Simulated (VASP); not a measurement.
Here is a VASP 6.6.1 calculation.

The input INCAR:

```
SYSTEM = GaSb
PREC = Accurate
ENCUT = 500
EDIFF = 1E-6
ISMEAR = 0
SIGMA = 0.15
LREAL = .False.
LASPH = .True.
NELM = 120
ALGO = Normal
ISIF = 2
LWAVE = .False.
LCHARG = .True.
GGA = PE
LELF = .True.
LVHAR = .True.
NBANDS = 16
GGA_COMPAT = .False.
```

The input KPOINTS:

```
regular mesh
0
Gamma
  12 12 12
  0 0 0
```

File POSCAR:

```
GaSb
1.0
    0.0000000000      3.1071576541      3.1071576541
    3.1071576541      0.0000000000      3.1071576541
    3.1071576541      3.1071576541      0.0000000000
Ga Sb
1 1
Direct
    0.0000000000      0.0000000000      0.0000000000
    0.7500000000      0.7500000000      0.7500000000
```

Potentials or basis: VASP PAW PBE potentials, release 64 (Ga_d, Sb).

The run is started by

```console
$ cat potpaw_PBE.64/Ga_d/POTCAR potpaw_PBE.64/Sb/POTCAR > POTCAR
$ mpirun -np 1 vasp_std > vasp.out
```

Q: What does it give for the pressure?

A: 0.1 GPa.

Q: Estimate the band gap on the k mesh.

A: Zero (filled and empty bands touch).

Caveat: semilocal functionals underestimate gaps, and a narrow one can read as zero; spin-orbit coupling is left out, which moves the levels of the heavy elements.

**Measured values to compare with.**

From a printed reference work, data compilation, for a bulk crystal of GaSb at 4.2 K: band gap 0.811 eV (direct).

A measured gap of GaSb is 0.811 eV (direct; 4.2 K; a printed reference work, data compilation); the calculated 0.00 eV misses it by -0.81 eV. Spin-orbit coupling on Ga, Sb is left out. The value is that of PBE on a finite k mesh, which can miss the band edges, without temperature or zero-point motion. Semilocal functionals fall short of measured gaps as a rule.
